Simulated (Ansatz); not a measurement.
The system is Cu.

```
Cu
1.0
     1.21846   -3.97638    0.00000
     1.21846    3.97638    0.00000
     0.00000    0.00000    2.47550
Cu
2
Direct
  0.86613 0.13387 0.75000
  0.13387 0.86613 0.25000
```

This isn't the form of Cu at room conditions, which is fcc.

Base run:

- Program: Ansatz 0.2.0
- Functional: PBEsol
- Potentials or basis: all-electron LAPW, inner shells corrected to Dirac's equation
- Cutoff: 329 eV
- Density cutoff: 1318 eV
- Basis error allowed: 0.001 eV/atom
- k mesh: 11 × 11 × 11
- Occupations: fermi-dirac, width 0.05 eV
- Spin: no spin polarisation

Its results: pressure -1.5 GPa; largest force 0.005 eV/Å.

Question: After a change of settings the same cell gave: pressure 2.6 GPa; largest force 0.027 eV/Å. Which change was it?
A. potentials or basis from all-electron LAPW, inner shells corrected to Dirac's equation to all-electron LAPW, non-relativistic
B. functional from PBEsol to LDA; potentials or basis from all-electron LAPW, inner shells corrected to Dirac's equation to all-electron LAPW, scalar-relativistic
C. potentials or basis from all-electron LAPW, inner shells corrected to Dirac's equation to all-electron LAPW, scalar-relativistic
D. potentials or basis from all-electron LAPW, inner shells corrected to Dirac's equation to all-electron PAW datasets made for the crystal

Answer: A.

Not every run made on this cell is shown here.
